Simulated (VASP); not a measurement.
# Si (P6/mmm) in VASP: settings compared, part 2 of 2

VASP 6.6.1. Earlier steps stand in the parts before.

### Step 4. Single point, r2SCAN

The input, INCAR:

```
SYSTEM = Si
PREC = Accurate ; ENCUT = 520
EDIFF = 1E-6 ; ISMEAR = -1
SIGMA = 0.05 ; LREAL = .FALSE.
LASPH = .TRUE. ; NELM = 100
ALGO = Normal ; ISIF = 2
LWAVE = .FALSE. ; LCHARG = .TRUE.
METAGGA = R2SCAN ; LMIXTAU = .TRUE.
LELF = .TRUE. ; LVHAR = .TRUE.
NBANDS = 11
```

The input, KPOINTS:

```
Automatic mesh
0
G
  8 8 10
  0 0 0
```

The input, POSCAR:

```
Si
1.0
    4.1209500000      0.0000000000      0.0000000000
   -2.0604700000      3.5688500000      0.0000000000
    0.0000000000      0.0000000000      2.6547900000
Si
2
Direct
    0.3333300000      0.6666700000      0.5000000000
    0.6666700000      0.3333300000      0.5000000000
```

Potentials or basis: VASP PAW PBE potentials, release 64 (Si).

Launch:

```bash
> cat potpaw_PBE.64/Si/POTCAR > POTCAR
> mpirun -np 1 vasp_std > vasp.out
```

OUTCAR:

```text
SYSTEM = Si
   PREC = Accurate
   ENCUT = 520
   EDIFF = 1E-6
   ISMEAR = -1
   LREAL = .FALSE.
   LASPH = .TRUE.
   NELM = 100
   ISIF = 2
   METAGGA = R2SCAN

 ion  position               nearest neighbor table
   1  0.333  0.667  0.500-   2 2.38   2 2.38   2 2.38
   2  0.667  0.333  0.500-   1 2.38   1 2.38   1 2.38

  LATTYP: Found a hexagonal cell.
 ALAT       =     4.1209500000
 C/A-ratio  =     0.6442179595

  Lattice vectors:

 A1 = (   4.1209500000,   0.0000000000,   0.0000000000)
[... 521 lines left out ...]

------------------------ aborting loop because EDIFF is reached ----------------------------------------

  FORCE on cell =-STRESS in cart. coord.  units (eV):
  Direction    XX          YY          ZZ          XY          YZ          ZX
  --------------------------------------------------------------------------------------
  -------------------------------------------------------------------------------------
  Total       -0.3406208     -0.3400438     -0.1894526      0.0004996      0.0000000      0.0000000
  in kB      -13.9773840    -13.9537088     -7.7741932      0.0205016      0.0000000      0.0000000
  external PRESSURE =     -11.9017620 kB  Pullay stress =       0.0000000 kB

 VOLUME and BASIS-vectors are now :
 -----------------------------------------------------------------------------
  energy-cutoff  :      520.00
  volume of cell :       39.04
      direct lattice vectors                 reciprocal lattice vectors
     4.120950000  0.000000000  0.000000000     0.242662493  0.140100813  0.000000000
    -2.060470000  3.568850000  0.000000000     0.000000000  0.280202306  0.000000000
     0.000000000  0.000000000  2.654790000     0.000000000  0.000000000  0.376677628

 POSITION                                       TOTAL-FORCE (eV/Angst)
 -----------------------------------------------------------------------------------
     -0.00002      2.37925      1.32740         0.000436     -0.000252      0.000000
      2.06050      1.18960      1.32740        -0.000436      0.000252      0.000000
 -----------------------------------------------------------------------------------
    total drift:                                0.000000     -0.000000     -0.000000

  FREE ENERGIE OF THE ION-ELECTRON SYSTEM (eV)
  ---------------------------------------------------
  free  energy   TOTEN  =       -16.5984560491 eV

  energy  without entropy=      -16.5925390790  energy(sigma->0) =      -16.59549756
```

OSZICAR:

```text
N       E                     dE             d eps       ncg     rms          rms(c)
DAV:   1     0.105401400117E+01    0.10540E+01   -0.34424E+03  2772   0.613E+02
DAV:   2    -0.172625598968E+02   -0.18317E+02   -0.17617E+02  3550   0.872E+01
DAV:   3    -0.178177650420E+02   -0.55521E+00   -0.55169E+00  3565   0.132E+01
DAV:   4    -0.178221495491E+02   -0.43845E-02   -0.43829E-02  3397   0.141E+00
DAV:   5    -0.178221874617E+02   -0.37913E-04   -0.37912E-04  3441   0.124E-01    0.528E+00
DAV:   6    -0.166018720620E+02    0.12203E+01   -0.11470E-01  2973   0.218E+00    0.357E+00
DAV:   7    -0.167687565124E+02   -0.16688E+00   -0.18889E-01  2838   0.238E+00    0.626E-01
DAV:   8    -0.165967207742E+02    0.17204E+00   -0.52631E-02  2799   0.157E+00    0.293E-01
DAV:   9    -0.165878695215E+02    0.88513E-02   -0.54958E-03  3167   0.643E-01    0.619E-01
DAV:  10    -0.165978554092E+02   -0.99859E-02   -0.11202E-02  2826   0.778E-01    0.935E-02
DAV:  11    -0.165984031194E+02   -0.54771E-03   -0.70918E-04  3243   0.239E-01    0.184E-02
DAV:  12    -0.165983916263E+02    0.11493E-04   -0.13248E-04  2970   0.847E-02    0.164E-02
DAV:  13    -0.165984051148E+02   -0.13489E-04   -0.42143E-06  3431   0.141E-02    0.146E-02
DAV:  14    -0.165984561305E+02   -0.51016E-04   -0.49958E-05  2847   0.527E-02    0.618E-03
DAV:  15    -0.165984560491E+02    0.81365E-07   -0.18274E-06  2994   0.866E-03
   1 F= -.16598456E+02 E0= -.16595498E+02  d E =-.591697E-02
```

stdout:

```text
POSCAR found type information on POSCAR Si
 POSCAR found :  1 types and       2 ions
 scaLAPACK will be used
 -----------------------------------------------------------------------------
|                                                                             |
|                                                                             |
|     You enforced a specific xc type in the INCAR file but a different       |
|     I HOPE YOU KNOW WHAT YOU ARE DOING!                                     |
|                                                                             |
 -----------------------------------------------------------------------------

 LDA part: xc-table for (None), standard interpolation
 POSCAR, INCAR and KPOINTS ok, starting setup
 FFT: planning ... GRIDC
 FFT: planning ... GRID_SOFT
 FFT: planning ... GRID
 WAVECAR not read
 entering main loop
```

It took 1.9 min on 1 thread of AMD EPYC 9R45 (Zen 5), shared host; peak memory 0.15 GiB.

Results:

```yaml
Free_energy: -16.5985 eV
Pressure: -1.2 GPa
Band_gap_on_the_k_mesh: none (metal or under the smearing width)
```

Stress tensor (GPa, compression positive):
```
-1.40  0.00  0.00
 0.00 -1.40  0.00
 0.00  0.00 -0.78
```

Levels at points of the mesh, in eV from the Fermi level:
| k point | band 2 | band 3 | band 4 | band 5 | band 6 | band 7 |
| --- | --- | --- | --- | --- | --- | --- |
| (0.00, 0.00, 0.00) | -3.15 | -3.15 | -2.80 | 1.30 | 1.30 | 5.86 |
| (0.50, 0.00, 0.00) | -9.33 | -4.39 | -1.33 | 6.48 | 7.39 | 7.56 |
| (0.50, 0.50, 0.00) | -9.33 | -4.39 | -1.33 | 6.48 | 7.39 | 7.56 |
| (0.00, 0.00, 0.50) | -6.31 | -0.29 | -0.29 | 1.22 | 3.67 | 4.47 |
| (0.50, 0.00, 0.50) | -5.29 | -4.59 | -2.82 | -1.38 | 3.11 | 4.11 |
| (0.50, 0.50, 0.50) | -5.29 | -4.59 | -2.82 | -1.38 | 3.11 | 4.11 |

Caveat: the PAW data sets were made with another functional, which shifts forces and pressure a little.

### Step 5. The runs side by side

| task | level | cell | k mesh | cutoff (eV) | smearing | gap on the mesh (eV) | pressure (GPa) |
| --- | --- | --- | --- | --- | --- | --- | --- |
| relaxation of cell and atoms | r2SCAN+rVV10 | relaxed | 8 × 8 × 10 | 600 | gaussian 0.05 eV | none | 0.0 |
| relaxation of the atoms | r2SCAN | atoms relaxed from: atoms moved at random, drawn with an rms of 0.1 Å | 6 × 6 × 7 | 520 | gaussian 0.05 eV | none | -1.5 |
| single point | r2SCAN | as given | 8 × 8 × 10 | 520 | fermi-dirac 0.05 eV | none | -1.2 |

Alike in all rows: potentials or basis VASP PAW PBE potentials, release 64 (Si); no spin polarisation.

Caveats: the PAW data sets were made with another functional, which shifts forces and pressure a little.

Total energies depend on the potentials used, so only differences within one code and one set of settings carry meaning.
